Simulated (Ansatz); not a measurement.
CuO:

```xyz
8
Lattice="-2.3418 1.7113 0.0000 0.8500 0.0000 -5.0579 -2.3418 -5.1339 0.0000" Properties=species:S:1:pos:R:3 pbc="T T T"
Cu   -1.1500   -0.8247   -0.0030
Cu   -3.4919   -2.5360   -0.0030
Cu   -3.0669   -0.8247   -2.5320
Cu   -3.0669   -4.2473   -2.5320
O    -1.6834   -0.2483   -3.7964
O    -1.6834   -3.6709   -3.7964
O    -2.1084    0.3103   -1.2675
O    -2.2756   -3.3602   -1.2432
```

Base run:

* Program: Ansatz 0.2.0
* Functional: r2SCAN
* Potentials or basis: Ansatz PAW
* Cutoff: 500 eV (not typed: the program's choice for these potentials)
* k mesh: 9 × 5 × 5
* Occupations: fermi-dirac, width 0.05 eV
* Spin: no spin polarisation

Its results: band gap on the k mesh none (metal or under the smearing width); pressure 1.9 GPa; largest force 2.584 eV/Å.

**Question.** The run is repeated on the same cell with these changes: functional from r2SCAN to PBEsol; cutoff from 500 eV (not typed: the program's choice for these potentials) to 420 eV (not typed: the program's choice for these potentials); hubbard terms from none to Cu d U = 4.5 eV; hubbard projectors from none to ortho-atomic (the default). What comes out?

**Answer.** Band gap on the k mesh none (metal or under the smearing width); pressure 2.6 GPa; largest force 2.584 eV/Å.

Several settings changed at once, so the effect can't be laid on one alone.

Caveats: the run has no spin polarisation, though such a crystal can be magnetic; the PAW data sets come from PBE, with cores solved anew for the run's functional, which leaves a small shift of forces and pressure; forces of over 1 eV/Å show positions far from the minimum, so gaps and moduli don't describe the material at rest; semilocal functionals often make such compounds metallic where correlation or magnetic order opens a gap, which also shifts bond lengths (some runs); U without spin polarisation on a metal has little footing (some runs).
